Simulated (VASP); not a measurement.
# Ni (Fm-3m) in VASP: band structure with PBE

Aim: the band structure of Ni with PBE.

All numbers are computed with VASP 6.6.1; they aren't measurements. Logs are shortened: lines on timing, memory, paths and dates and some standing lists are left out, and cuts for length are marked.

## Step 1: The crystal as given

It takes space group Fm-3m (No. 225, cubic). The conventional cell has a = 3.541 Å, b = 3.541 Å, c = 3.541 Å, α = 90.00°, β = 90.00°, γ = 90.00°. Ni (site symmetry m-3m) has 12 Ni at 2.50 Å as nearest neighbours.

## Step 2: Band structure, PBE, collinear spin, ferromagnetic start

File INCAR:

```
  ALGO = Normal
  EDIFF = 1E-7
  ENCUT = 520
  GGA = PE
  ISIF = 2
  ISMEAR = 0
  ISPIN = 2
  LASPH = True
  LCHARG = False
  LMAXMIX = 4
  LORBIT = 11
  LREAL = False
  LWAVE = False
  MAGMOM = 0.8
  NBANDS = 15
  NELM = 120
  PREC = Accurate
  SIGMA = 1.0
```

File KPOINTS:

```
k-points
0
Gamma
  20 20 20
```

File POSCAR:

```
Ni                                      
1.0
    0.0000000000      1.7705451096      1.7705451096
    1.7705451096      0.0000000000      1.7705451096
    1.7705451096      1.7705451096      0.0000000000
  Ni            
     1
Direct
     0.0000000000000000    0.0000000000000000    0.0000000000000000
```

File KPOINTS_OPT:

```
path GXWKGLUWLK,UX
20
line-mode
reciprocal
 0.0000000000  0.0000000000  0.0000000000  G
 0.5000000000  0.0000000000  0.5000000000  X

 0.5000000000  0.0000000000  0.5000000000  X
 0.5000000000  0.2500000000  0.7500000000  W

 0.5000000000  0.2500000000  0.7500000000  W
 0.3750000000  0.3750000000  0.7500000000  K

 0.3750000000  0.3750000000  0.7500000000  K
 0.0000000000  0.0000000000  0.0000000000  G

 0.0000000000  0.0000000000  0.0000000000  G
 0.5000000000  0.5000000000  0.5000000000  L

 0.5000000000  0.5000000000  0.5000000000  L
 0.6250000000  0.2500000000  0.6250000000  U

 0.6250000000  0.2500000000  0.6250000000  U
 0.5000000000  0.2500000000  0.7500000000  W

 0.5000000000  0.2500000000  0.7500000000  W
 0.5000000000  0.5000000000  0.5000000000  L

 0.5000000000  0.5000000000  0.5000000000  L
 0.3750000000  0.3750000000  0.7500000000  K

 0.6250000000  0.2500000000  0.6250000000  U
 0.5000000000  0.0000000000  0.5000000000  X
```

Potentials or basis: VASP PAW PBE potentials, release 64 (Ni).

On the command line:

```console
cat potpaw_PBE.64/Ni/POTCAR > POTCAR
mpirun -np 1 vasp_std > vasp.out
```

OUTCAR:

```text
EDIFF = 1E-7
   ENCUT = 520
   GGA = PE
   ISIF = 2
   ISMEAR = 0
   ISPIN = 2
   LASPH = True
   LORBIT = 11
   LREAL = False
   NELM = 120
   PREC = Accurate

 ion  position               nearest neighbor table
   1  0.000  0.000  0.000-

  LATTYP: Found a face centered cubic cell.
 ALAT       =     3.5410902192

  Lattice vectors:

 A1 = (   0.0000000000,   1.7705451096,   1.7705451096)
 A2 = (   1.7705451096,   0.0000000000,   1.7705451096)
 A3 = (   1.7705451096,   1.7705451096,   0.0000000000)

Analysis of symmetry for initial positions (statically):
=====================================================================
 Subroutine PRICEL returns:
 Original cell was already a primitive cell.

 Routine SETGRP: Setting up the symmetry group for a
 face centered cubic supercell.

 Subroutine GETGRP returns: Found 48 space group operations
 (whereof 48 operations were pure point group operations)
 out of a pool of 48 trial point group operations.

The static configuration has the point symmetry O_h .

Analysis of symmetry for dynamics (positions and initial velocities):
=====================================================================
 Subroutine PRICEL returns:
 Original cell was already a primitive cell.

 Routine SETGRP: Setting up the symmetry group for a
 face centered cubic supercell.

 Subroutine GETGRP returns: Found 48 space group operations
 (whereof 48 operations were pure point group operations)
 out of a pool of 48 trial point group operations.

The dynamic configuration has the point symmetry O_h .

Analysis of structural, dynamic, and magnetic symmetry:
=====================================================================
 Subroutine PRICEL returns:
 Original cell was already a primitive cell.

 Routine SETGRP: Setting up the symmetry group for a
 face centered cubic supercell.

 Subroutine GETGRP returns: Found 48 space group operations
 (whereof 48 operations were pure point group operations)
 out of a pool of 48 trial point group operations.

The overall configuration has the point symmetry O_h .

 Subroutine INISYM returns: Found 48 space group operations
 (whereof 48 operations are pure point group operations),
 and found     1 'primitive' translations

----------------------------------------------------------------------------------------

                                     Primitive cell

  volume of cell :      11.1007

  direct lattice vectors                    reciprocal lattice vectors
     0.000000000  1.770545110  1.770545110    -0.282398905  0.282398905  0.282398905
     1.770545110  0.000000000  1.770545110     0.282398905 -0.282398905  0.282398905
     1.770545110  1.770545110  0.000000000     0.282398905  0.282398905 -0.282398905

  length of vectors
     2.503928907  2.503928907  2.503928907     0.489129251  0.489129251  0.489129251

  position of ions in fractional coordinates (direct lattice)
     0.000000000  0.000000000  0.000000000

  ion indices of the primitive-cell ions
   primitive index   ion index
                 1           1

----------------------------------------------------------------------------------------

 KPOINTS: k-points

Automatic generation of k-mesh.
 Grid dimensions read from file:
 generate k-points for:   20   20   20

 Generating k-lattice:

  Cartesian coordinates                     Fractional coordinates (reciprocal lattice)
    -0.014119945  0.014119945  0.014119945     0.050000000  0.000000000  0.000000000
     0.014119945 -0.014119945  0.014119945     0.000000000  0.050000000  0.000000000
     0.014119945  0.014119945 -0.014119945     0.000000000  0.000000000  0.050000000

  Length of vectors
     0.024456463  0.024456463  0.024456463

  Shift w.r.t. Gamma in fractional coordinates (k-lattice)
     0.000000000  0.000000000  0.000000000

 Subroutine IBZKPT returns following result:
 ===========================================

 Found    256 irreducible k-points:

 Following reciprocal coordinates:
            Coordinates               Weight
  0.000000  0.000000  0.000000      1.000000
  0.050000  0.000000  0.000000      8.000000
  0.100000  0.000000  0.000000      8.000000
  0.150000  0.000000  0.000000      8.000000
  0.200000  0.000000  0.000000      8.000000
  0.250000  0.000000  0.000000      8.000000
[... 16 lines left out ...]
 -0.400000  0.050000  0.000000     24.000000
 -0.350000  0.050000  0.000000     24.000000
 [... further k-points ...]
   k-points           NKPTS =    256   k-points in BZ     NKDIM =    256   number of bands    NBANDS=     15
   number of dos      NEDOS =    301   number of ions     NIONS =      1
   total plane-waves  NPLWV =   8000
   dimension x,y,z NGX =    20 NGY =   20 NGZ =   20
   dimension x,y,z NGXF=    40 NGYF=   40 NGZF=   40
   ions per type =               1
   NGX,Y,Z   is equivalent  to a cutoff of  13.28, 13.28, 13.28 a.u.
   NGXF,Y,Z  is equivalent  to a cutoff of  26.56, 26.56, 26.56 a.u.
 SYSTEM =  unknown system
   PREC   = accura    normal or accurate (medium, high low for compatibility)
   ISTART =      0    job   : 0-new  1-cont  2-samecut
   ICHARG =      2    charge: 1-file 2-atom 10-const
   ISPIN  =      2    spin polarized calculation?
   LNONCOLLINEAR =      F non collinear calculations
   LSORBIT =      F    spin-orbit coupling
   LASPH  =      T    aspherical Exc in radial PAW
   ENCUT  =  520.0 eV  38.22 Ry    6.18 a.u.   4.66  4.66  4.66*2*pi/ulx,y,z
   NELM   =    120;   NELMIN=  2; NELMDL= -5     # of ELM steps
   EDIFF  = 0.1E-06   stopping-criterion for ELM
   LREAL  =      F    real-space projection
   EDIFFG = 0.1E-05   stopping-criterion for IOM
   NSW    =      0    number of steps for IOM
   IBRION =     -1    ionic relax: 0-MD 1-quasi-New 2-CG
   NFREE  =      0    steps in history (QN), initial steepest desc. (CG)
   ISIF   =      2    stress and relaxation
   ISYM   =      2    0-nonsym 1-usesym 2-fastsym
   POTIM  = 0.5000    time-step for ionic-motion
   TEBEG  =    0.0;   TEEND  =   0.0 temperature during run
   PSTRESS=    0.0 pullay stress
   NELECT =      10.0000    total number of electrons
   NUPDOWN=      -1.0000    fix difference up-down
   EMIN   =  10.00;   EMAX   =-10.00  energy-range for DOS
   EFERMI =   0.00;   METHOD = LEGACY
   ISMEAR =     0;   SIGMA  =   1.00  broadening in eV -4-tet -1-fermi 0-gaus
   EFERMI_NEDOS =   21; number of points for ismear=-14 and -15
   IALGO  =     38    algorithm
   IMIX   =      4    mixing-type and parameters
     AMIX     =   0.40;   BMIX     =  1.00
     AMIX_MAG =   1.60;   BMIX_MAG =  1.00
  volume/ion in A,a.u.               =      11.10        74.91
  Fermi-wavevector in a.u.,A,eV,Ry     =   1.581095  2.987835 34.012659  2.499860
  Thomas-Fermi vector in A             =   2.681222
   LORBIT       =     11    0 simple, 1 ext, 2 COOP (PROOUT), +10 PAW based schemes
   GGA     = PE    functional components
   LHFCALC =     F    Hartree Fock is set to
   AEXX    =    0.0000 exact exchange contribution
   IVDW    =     0    specifies the selected vdW correction
   LEPSILON=     F    determine dielectric tensor
   LRPA    =     F    only Hartree local field effects (RPA)
 spin polarized calculation
 Gauss-broadening in eV      SIGMA  =   1.00
  energy-cutoff  :      520.00
  volume of cell :       11.10
 maximum number of plane-waves:       311
   NGX =  9   NGY =  9   NGZ =  9

 number of electron      10.0000009 magnetization       0.0007287

 number of electron      10.0000009 magnetization      -0.0001546

 Free energy of the ion-electron system (eV)
  ---------------------------------------------------
  ext. energy  EPLUGINS =         0.00000000
  ---------------------------------------------------
  free energy    TOTEN  =        -5.87199084 eV

  energy without entropy =       -5.15536292  energy(sigma->0) =       -5.51367688

 E-fermi :   9.2024     XC(G=0): -13.1430

 val. band max:        9.1844567155   @ k =  -0.2000   0.2000   0.0000
 cond. band min:       9.3082501697   @ k =   0.4000   0.2000   0.0000
 fundamental gap:      0.1237934542
 Fermi energy:         9.2024262894

 spin component 1

 k-point     1 :       0.0000    0.0000    0.0000
  band No.  band energies     occupation
      1       0.2060      1.00000
      2       7.0833      0.99864
      3       7.0833      0.99864
      4       7.0833      0.99864
      5       8.1341      0.93459
      6       8.1341      0.93459
      7      32.5709      0.00000
      8      36.3412      0.00000
      9      36.3412      0.00000
     10      36.3412      0.00000
     11      39.2772      0.00000
     12      39.2772      0.00000
     13      39.2772      0.00000
     14      42.1637      0.00000
[... 401 lines left out ...]
      2       7.1044      0.99850
      3       7.1568      0.99809
      4       7.1601      0.99806
      5       8.5274      0.83012
      6       8.8483      0.69176
      7      18.1932      0.00000
      8      30.5391      0.00000
      9      32.8647      0.00000
     10      34.6896      0.00000
     11      36.6654      0.00000
     12      38.4764      0.00000
     13      42.6337      0.00000
     14      49.2400      0.00000
     15      50.9231      0.00000

 [... further k-points ...]

 spin component 2

 k-point     1 :       0.0000    0.0000    0.0000
  band No.  band energies     occupation
      1       0.2060      1.00000
      2       7.0832      0.99864
      3       7.0832      0.99864
      4       7.0832      0.99864
      5       8.1339      0.93462
      6       8.1339      0.93462
      7      32.5710      0.00000
      8      36.3412      0.00000
      9      36.3412      0.00000
     10      36.3412      0.00000
     11      39.2772      0.00000
     12      39.2772      0.00000
     13      39.2772      0.00000
     14      42.1638      0.00000
[... 401 lines left out ...]
      2       7.1043      0.99850
      3       7.1568      0.99809
      4       7.1600      0.99806
      5       8.5273      0.83017
      6       8.8481      0.69183
      7      18.1931      0.00000
      8      30.5391      0.00000
      9      32.8647      0.00000
     10      34.6896      0.00000
     11      36.6654      0.00000
     12      38.4764      0.00000
     13      42.6337      0.00000
     14      49.2400      0.00000
     15      50.9231      0.00000

 [... further k-points ...]

------------------------ aborting loop because EDIFF is reached ----------------------------------------

  FORCE on cell =-STRESS in cart. coord.  units (eV):
  Direction    XX          YY          ZZ          XY          YZ          ZX
  --------------------------------------------------------------------------------------
  -------------------------------------------------------------------------------------
  Total        0.0007710      0.0007710      0.0007710      0.0000000      0.0000000     -0.0000000
  in kB        0.1112753      0.1112753      0.1112753      0.0000000      0.0000000     -0.0000000
  external PRESSURE =       0.1112753 kB  Pullay stress =       0.0000000 kB

 VOLUME and BASIS-vectors are now :
 -----------------------------------------------------------------------------
  energy-cutoff  :      520.00
  volume of cell :       11.10
      direct lattice vectors                 reciprocal lattice vectors
     0.000000000  1.770545110  1.770545110    -0.282398905  0.282398905  0.282398905
     1.770545110  0.000000000  1.770545110     0.282398905 -0.282398905  0.282398905
     1.770545110  1.770545110  0.000000000     0.282398905  0.282398905 -0.282398905

 POSITION                                       TOTAL-FORCE (eV/Angst)
 -----------------------------------------------------------------------------------
      0.00000      0.00000      0.00000        -0.000000     -0.000000     -0.000000
 -----------------------------------------------------------------------------------
    total drift:                                0.000000     -0.000000      0.000000

  FREE ENERGIE OF THE ION-ELECTRON SYSTEM (eV)
  ---------------------------------------------------
  free  energy   TOTEN  =        -5.8719908370 eV

  energy  without entropy=       -5.1553629158  energy(sigma->0) =       -5.51367688

 total charge

# of ion       s       p       d       tot
------------------------------------------
    1        0.492   0.486   8.296   9.274

 magnetization (x)

# of ion       s       p       d       tot
------------------------------------------
    1        0.000   0.000  -0.000  -0.000
```

Run time: 64 s. Hardware: 1 thread of Intel Xeon 6975P-C (Granite Rapids), shared host; peak memory 0.22 GiB.

Results:

```
Free energy                                           : -5.8720 eV
Pressure                                              : 0.0 GPa
Band gap along the path                               : none (metal or under the smearing width)
Net moment                                            : 0.00 μB per cell
Valence electrons inside the program's atomic spheres : Ni 9.27
```

Levels at the corners of the path, in eV from the Fermi level:
Spin up:
| point | band 2 | band 3 | band 4 | band 5 | band 6 | band 7 | band 8 | band 9 |
| --- | --- | --- | --- | --- | --- | --- | --- | --- |
| Γ | -2.12 | -2.12 | -2.12 | -1.07 | -1.07 | 23.37 | 27.14 | 27.14 |
| X | -3.89 | -0.37 | -0.17 | -0.17 | 2.31 | 9.04 | 14.53 | 14.53 |
| X | -3.89 | -0.37 | -0.17 | -0.17 | 2.31 | 9.04 | 14.53 | 14.53 |
| W | -2.80 | -2.80 | -1.14 | -0.17 | 7.60 | 7.60 | 9.79 | 10.84 |
| W | -2.80 | -2.80 | -1.14 | -0.17 | 7.60 | 7.60 | 9.79 | 10.84 |
| K | -3.47 | -1.86 | -0.92 | -0.42 | 5.62 | 7.15 | 9.74 | 16.84 |
| K | -3.47 | -1.86 | -0.92 | -0.42 | 5.62 | 7.15 | 9.74 | 16.84 |
| Γ | -2.12 | -2.12 | -2.12 | -1.07 | -1.07 | 23.37 | 27.14 | 27.14 |
| Γ | -2.12 | -2.12 | -2.12 | -1.07 | -1.07 | 23.37 | 27.14 | 27.14 |
| L | -2.17 | -2.17 | -0.40 | -0.35 | -0.35 | 5.62 | 21.87 | 24.26 |
| L | -2.17 | -2.17 | -0.40 | -0.35 | -0.35 | 5.62 | 21.87 | 24.26 |
| U | -3.47 | -1.86 | -0.92 | -0.42 | 5.62 | 7.15 | 9.74 | 16.84 |
| U | -3.47 | -1.86 | -0.92 | -0.42 | 5.62 | 7.15 | 9.74 | 16.84 |
| W | -2.80 | -2.80 | -1.14 | -0.17 | 7.60 | 7.60 | 9.79 | 10.84 |
| W | -2.80 | -2.80 | -1.14 | -0.17 | 7.60 | 7.60 | 9.79 | 10.84 |
| L | -2.17 | -2.17 | -0.40 | -0.35 | -0.35 | 5.62 | 21.87 | 24.26 |
| L | -2.17 | -2.17 | -0.40 | -0.35 | -0.35 | 5.62 | 21.87 | 24.26 |
| K | -3.47 | -1.86 | -0.92 | -0.42 | 5.62 | 7.15 | 9.74 | 16.84 |
| U | -3.47 | -1.86 | -0.92 | -0.42 | 5.62 | 7.15 | 9.74 | 16.84 |
| X | -3.89 | -0.37 | -0.17 | -0.17 | 2.31 | 9.04 | 14.53 | 14.53 |
Spin down:
```
point  band 2  band 3  band 4  band 5  band 6  band 7  band 8  band 9
    Γ   -2.12   -2.12   -2.12   -1.07   -1.07   23.37   27.14   27.14
    X   -3.89   -0.37   -0.17   -0.17    2.31    9.04   14.53   14.53
    X   -3.89   -0.37   -0.17   -0.17    2.31    9.04   14.53   14.53
    W   -2.80   -2.80   -1.14   -0.17    7.60    7.60    9.79   10.84
    W   -2.80   -2.80   -1.14   -0.17    7.60    7.60    9.79   10.84
    K   -3.47   -1.86   -0.92   -0.42    5.62    7.15    9.74   16.84
    K   -3.47   -1.86   -0.92   -0.42    5.62    7.15    9.74   16.84
    Γ   -2.12   -2.12   -2.12   -1.07   -1.07   23.37   27.14   27.14
    Γ   -2.12   -2.12   -2.12   -1.07   -1.07   23.37   27.14   27.14
    L   -2.17   -2.17   -0.40   -0.35   -0.35    5.62   21.87   24.26
    L   -2.17   -2.17   -0.40   -0.35   -0.35    5.62   21.87   24.26
    U   -3.47   -1.86   -0.92   -0.42    5.62    7.15    9.74   16.84
    U   -3.47   -1.86   -0.92   -0.42    5.62    7.15    9.74   16.84
    W   -2.80   -2.80   -1.14   -0.17    7.60    7.60    9.79   10.84
    W   -2.80   -2.80   -1.14   -0.17    7.60    7.60    9.79   10.84
    L   -2.17   -2.17   -0.40   -0.35   -0.35    5.62   21.87   24.26
    L   -2.17   -2.17   -0.40   -0.35   -0.35    5.62   21.87   24.26
    K   -3.47   -1.86   -0.92   -0.42    5.62    7.15    9.74   16.84
    U   -3.47   -1.86   -0.92   -0.42    5.62    7.15    9.74   16.84
    X   -3.89   -0.37   -0.17   -0.17    2.31    9.04   14.53   14.53
```
